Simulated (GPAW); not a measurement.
# WS2 in GPAW: reference runs

Aim: a first look at WS2 with PBE, on the cell as given.

Everything below comes from runs of GPAW 26.7.0. Logs are shortened: lines on timing, memory, paths and dates and some standing lists are left out, and cuts for length are marked. The log counts tension as positive stress, the text compression.

**1. The cell of the first run**

The cell holds a slab with vacuum, 6 atoms: a = 3.158 Å, b = 3.158 Å, c = 24.294 Å, α = 90.00°, β = 90.00°, γ = 120.00°.

**2. Single point, PBE (the (0 0 1) slab of WS2, cut from the database cell, not relaxed)**

The input, run.py:

```python
import numpy as np
from ase import Atoms
from ase.dft.bandgap import bandgap
from ase.io import write
from ase.units import Bohr
from gpaw import GPAW, PW
from gpaw.elf import elf_from_dft_calculation

atoms = Atoms(['S', 'W', 'S', 'S', 'W', 'S'],
              cell=[[3.1580007685, 0, 0.0],
                    [-1.5790003843, 2.7349088908, 0.0],
                    [0.0, 0.0, 24.293685307]],
              scaled_positions=[[0.3333333333, 0.6666666667, 0.3087222011],
                                [0.6666666667, 0.3333333333, 0.3739233342],
                                [0.3333333333, 0.6666666667, 0.4375768918],
                                [0.0, 0.0, 0.5624231082],
                                [0.3333333333, 0.6666666667, 0.6276242413],
                                [0.0, 0.0, 0.6912777989]],
              pbc=True)
atoms.pbc = (True, True, False)

calc = GPAW(mode=PW(450),
            xc='PBE',
            kpts={'size': (10, 10, 1), 'gamma': True},
            occupations={'name': 'fermi-dirac', 'width': 0.05},
            nbands=46,
            convergence={'density': 1e-05, 'energy': 1e-05},
            maxiter=150,
            poissonsolver={'dipolelayer': 'xy'},
            txt='gpaw.txt')
atoms.calc = calc
energy = atoms.get_potential_energy()
forces = atoms.get_forces()
calc.write('gs.gpw')
write('result.traj', atoms)
print(f'Energy: {energy:.6f} eV')
print('Forces (eV/A):')
print(forces.round(4))
print('Fermi level:', round(calc.get_fermi_level(), 4), 'eV')
print(f'Gap: {bandgap(calc)[0]:.4f} eV, direct: {bandgap(calc, direct=True)[0]:.4f} eV')

v = calc.get_electrostatic_potential().mean(axis=(0, 1))
z = np.arange(len(v)) * atoms.cell[2, 2] / len(v)
ef = calc.get_fermi_level()
np.savetxt('planar.dat', np.c_[z, v], fmt='%.4f')
below, above = np.interp([1.5, atoms.cell[2, 2] - 1.5], z, v) - ef
print(f'Work functions: bottom {below:.4f} eV, top {above:.4f} eV')
print('Dipole moment:', *calc.get_dipole_moment().round(5), 'e A')

# fields on the real-space grid
write('density.cube', atoms, data=calc.get_pseudo_density() * Bohr**3)
write('potential.cube', atoms, data=calc.get_electrostatic_potential())
write('elf.cube', atoms, data=elf_from_dft_calculation(calc).data)
```

Potentials or basis: GPAW PAW data sets (gpaw-data 1.2.1), pw.

On the command line:

```console
OMP_NUM_THREADS=1 python run.py
```

gpaw.txt:

```text
__  _  _
 | _ |_)|_||  |
 |__||  | ||/\| - 26.7.0

Input parameters:
  mode=PW(ecut=450.00000000000006),
  convergence={'density': 1e-05, 'energy': 1e-05},
  kpts=MonkhorstPack(size=(10, 10, 1), gamma=True),
  maxiter=150,
  nbands=46,
  occupations=Occupations(name='fermi-dirac', width=0.05),
  poissonsolver=PoissonSolver(dipolelayer='xy'),
  xc=XC(name='PBE')

Diagonalizing LCAO Hamiltonian
Converting LCAO to pw mode

       S
         W

       S

         S

            W
         S

Atoms  # Å, Bohr magnetons
|   | symbol |         x |        y |         z |    initial magnetic moments |
|---|--------|-----------|----------|-----------|-----------------------------|
| 0 |      S | -0.000000 | 1.823273 |  7.500000 | ( 0.0000,  0.0000,  0.0000) |
| 1 |      W |  1.579000 | 0.911636 |  9.083976 | ( 0.0000,  0.0000,  0.0000) |
| 2 |      S | -0.000000 | 1.823273 | 10.630355 | ( 0.0000,  0.0000,  0.0000) |
| 3 |      S |  0.000000 | 0.000000 | 13.663330 | ( 0.0000,  0.0000,  0.0000) |
| 4 |      W | -0.000000 | 1.823273 | 15.247306 | ( 0.0000,  0.0000,  0.0000) |
| 5 |      S |  0.000000 | 0.000000 | 16.793685 | ( 0.0000,  0.0000,  0.0000) |

Unit cell  # Å
| periodic |         x |        y |         z |   lengths |     angles |
|----------|-----------|----------|-----------|-----------|------------|
|      yes |  3.158001 | 0.000000 |  0.000000 |  3.158001 |  90.000000 |
|      yes | -1.579000 | 2.734909 |  0.000000 |  3.158001 |  90.000000 |
|       no |  0.000000 | 0.000000 | 24.293685 | 24.293685 | 120.000000 |

Number of symmetries: 6
Symmetry operations  # r_c * U_cc + t_c -> r_c
|   | kind |            matrix            |
|---|------|------------------------------|
| 0 |  σ   |  1, 1, 0,  0,-1, 0,  0, 0, 1 |
| 1 |  E   |  1, 0, 0,  0, 1, 0,  0, 0, 1 |
| 2 |  C3  |  0, 1, 0, -1,-1, 0,  0, 0, 1 |
| 3 |  σ   |  0,-1, 0, -1, 0, 0,  0, 0, 1 |
| 4 |  σ   | -1, 0, 0,  1, 1, 0,  0, 0, 1 |
| 5 |  C3  | -1,-1, 0,  1, 0, 0,  0, 0, 1 |

BZ-sampling:
  Number of BZ points: 100
  Number of IBZ points: 14

  Monkhorst-Pack size: [10, 10, 1]
  Monkhorst-Pack shift: [0.05, 0.05, 0.0]

K-points  # in reciprocal-cell coordinates
|     |                                coordinates |     weight |
|-----|--------------------------------------------|------------|
|   0 | (  0.00000000,   0.00000000,   0.00000000) | 0.01000000 |
|   1 | (  0.10000000,   0.00000000,   0.00000000) | 0.06000000 |
|   2 | (  0.20000000,  -0.10000000,   0.00000000) | 0.06000000 |
|   3 | (  0.20000000,   0.00000000,   0.00000000) | 0.06000000 |
|   4 | (  0.30000000,  -0.10000000,   0.00000000) | 0.12000000 |
|   5 | (  0.30000000,   0.00000000,   0.00000000) | 0.06000000 |
|   6 | (  0.40000000,  -0.20000000,   0.00000000) | 0.06000000 |
|   7 | (  0.40000000,  -0.10000000,   0.00000000) | 0.12000000 |
|   8 | (  0.40000000,   0.00000000,   0.00000000) | 0.06000000 |
|   9 | (  0.40000000,   0.30000000,   0.00000000) | 0.06000000 |
| ... |                                            |            |
|  13 | (  0.50000000,   0.50000000,   0.00000000) | 0.03000000 |

Plane wave coefficients: 4657
Cutoff: 450.00000000000006 eV

Spin-components: 1 (collinear spins)
Bands:           46
Projectors:      32
Spin-degeneracy: 2
Datatype:        complex128

Parallelization:
  kpt:    1
  domain: 1
  band:   1

Density:
  Valence electrons: 52.0
  Components: 1
  Grid points: [ 16  16 120]
  Charge: 0.0  # |e|

Potential:
  Grid points: [ 16  16 120]

species:
  S:
    name:    Sulfur
    Z:       16.0
    valence: 6
    core:    10
    charge:  0.0  # [|e|]
    compensation charges:
      type: gauss
      rc: 0.24  # [Å]
      lmax: 2
    cutoffs:
      filter: 1.77  # [Å]
      core: 1.66  # [Å]
    projectors
    | kind |    occ | energy [eV] | rcut [Å] |
    |------|--------|-------------|----------|
    |   3s |  2.000 |     -17.254 |    0.974 |
    |   3p |  4.000 |      -7.008 |    0.979 |
    |    s |        |       9.957 |    0.974 |
    |    p |        |      20.203 |    0.979 |
    |    d |        |       0.000 |    0.900 |

    Using partial waves for S as LCAO basis

  W:
    name:    Tungsten
    Z:       74.0
    valence: 14
    core:    60
    charge:  0.0  # [|e|]
    compensation charges:
      type: gauss
      rc: 0.40  # [Å]
      lmax: 2
    cutoffs:
      filter: 2.36  # [Å]
      core: 3.02  # [Å]
    projectors
    | kind |    occ | energy [eV] | rcut [Å] |
    |------|--------|-------------|----------|
    |   5s |  2.000 |     -78.830 |    1.344 |
    |   6s |  2.000 |      -5.697 |    1.344 |
    |   5p |  6.000 |     -43.233 |    1.355 |
    |   6p |  0.000 |      -1.367 |    1.355 |
    |   5d |  4.000 |      -4.494 |    1.228 |
    |    d |        |      22.717 |    1.228 |

    Using partial waves for W as LCAO basis

Reference energy: -920973.822900  # eV

eigensolver:
  PPCG
  Converge bands: occupied
  niter=2

density mixing:
  MSR1-Mixer
  Pratt-step length: 0.05
  Maximum mixing coefficient: 0.75
  Old densities: 10
  SVD Regularization: 0.005
  Good broyden scale: 1.0
  Trust region scale: 1.0
  Backstep threshold: 4.0
  History deletion threshold: 6.0
  Fourier metric: weight=20.0, sigma=0.015

occupation numbers:
  Fermi-Dirac:
    width: 0.0500  # eV

<gpaw.new.pw.poisson.DipoleLayerPWPoissonSolver object>
xc functional:
  name: PBE with 2 nearest neighbor stencil

convergence criteria:
- Maximum integral of absolute [dens]ity change: 1e-05 electrons / valence electron
- Maximum [total energy] change in last 3 cyles: 1e-05 eV / valence electron
- Maximum integral of absolute [eigenst]ate change: 4e-08 eV^2 / valence electron
maximum number of iterations: 150

SCF iterations
|iter     | |      energy | eigst |  dens |
|---------|-|-------------|-------|-------|
|iter:   1| |  -44.800712 | +0.34 |       |
|iter:   2| |  -44.996043 | -1.30 | -1.18 |
|iter:   3| |  -45.370686 | -1.11 | -1.22 |
|iter:   4| |  -44.744893 | -1.68 | -1.28 |
|iter:   5| |  -44.817409 | -1.83 | -1.54 |
|iter:   6| |  -44.412775 | -2.21 | -1.61 |
|iter:   7| |  -44.427019 | -3.15 | -2.00 |
|iter:   8| |  -44.406923 | -3.55 | -2.27 |
|iter:   9| |  -44.406000 | -4.10 | -2.69 |
|iter:  10| |  -44.405410 | -4.66 | -2.87 |
|iter:  11| |  -44.405416 | -5.61 | -3.34 |
|iter:  12| |  -44.405414c| -6.33 | -4.09 |
|iter:  13| |  -44.405414c| -6.86 | -4.69 |
|iter:  14| |  -44.405414c| -7.37 | -5.24c|
|iter:  15| |  -44.405414c| -7.67c| -5.68c|

Converged in 15 steps
Energy contributions relative to reference atoms: (reference = -920973.822900)

Energy contributions:
  Kinetic:          38.897868
  Coulomb:         -41.877909
  Zero:              0.177319
  External:          0.000000
  Xc:              -41.602692
  Entropy:          -0.000000
  Spinorbit:         0.000000
  ----------------------------
  Free energy:     -44.405414
  Extrapolated:    -44.405414

dipole moment: (-13.634107, -15.536069, 0.000529)  # |e|*Ang

Fermi level: 2.456
Eigenvalues  # (at kpt = [0.000, 0.000, 0.000])
| band index |      eig [eV] | occ [0-2] |
|------------|---------------|-----------|
|          0 |       -72.450 |     2.000 |
|        ... |               |           |
|         18 |        -1.354 |     2.000 |
|         19 |        -0.292 |     2.000 |
|         20 |        -0.274 |     2.000 |
|         21 |        -0.274 |     2.000 |
|         22 |        -0.239 |     2.000 |
|         23 |        -0.239 |     2.000 |
[... 8 lines left out ...]
|         32 |         4.514 |     0.000 |
|         33 |         4.514 |     0.000 |
|        ... |               |           |
|         45 |        11.838 |     0.000 |

Gap: 1.513 eV
Transition (v -> c):
  (s=0, k=0, n=25, [0.00, 0.00, 0.00]) -> (s=0, k=6, n=26, [0.40, -0.20, 0.00])
Direct/indirect transitions are different
Direct gap: 2.203 eV
Transition at: (s=0, k=9, n=25, [0.40, 0.30, 0.00])
vacuum-level: 7.050  # V
Workfunctions: 4.590, 4.600 eV (top, bottom)

Forces  # eV/Ang
|       x |        y |        z |
|---------|----------|----------|
| 0.00000 |  0.00000 | -0.04266 |  # S    0
| 0.00000 | -0.00000 | -0.65073 |  # W    1
| 0.00000 |  0.00000 |  0.52962 |  # S    2
| 0.00000 | -0.00000 |  0.08969 |  # S    3
| 0.00000 | -0.00000 | -0.59718 |  # W    4
| 0.00000 | -0.00000 |  0.67121 |  # S    5

# Writing to gs.gpw (mode='')
```

Wall time 58 s (1 thread of Arm Neoverse V2, shared host); peak memory 0.24 GiB.

Results:

```
Free energy                            : -44.4054 eV
Largest force                          : 0.671 eV/Å
Band gap on the k mesh                 : 1.51 eV, indirect (least direct gap 2.20 eV)
Dipole across the slab                 : 0.00 e·Å
Ionisation potential of the upper face : 5.28 eV
Electron affinity of the upper face    : 3.77 eV
Work function of the upper face        : 4.59 eV
Work function of the lower face        : 4.60 eV
```

Forces in eV/Å, atoms in the order of the input:
```
S    0.000  0.000 -0.043
W    0.000  0.000 -0.651
S    0.000  0.000  0.530
S    0.000  0.000  0.090
W    0.000  0.000 -0.597
S    0.000  0.000  0.671
```

Levels at points of the mesh, in eV from the valence-band top:
```csv
k point,band 24,band 25,band 26,band 27,band 28,band 29
"(0.00, 0.00, 0.00)",-2.00,-0.70,0.00,2.46,2.46,2.53
"(0.50, 0.50, 0.00)",-1.62,-1.42,-1.33,2.50,2.54,2.89
```

Caveat: the Fermi level lies in a gap; spin-orbit coupling is left out, which moves the levels of the heavy elements.
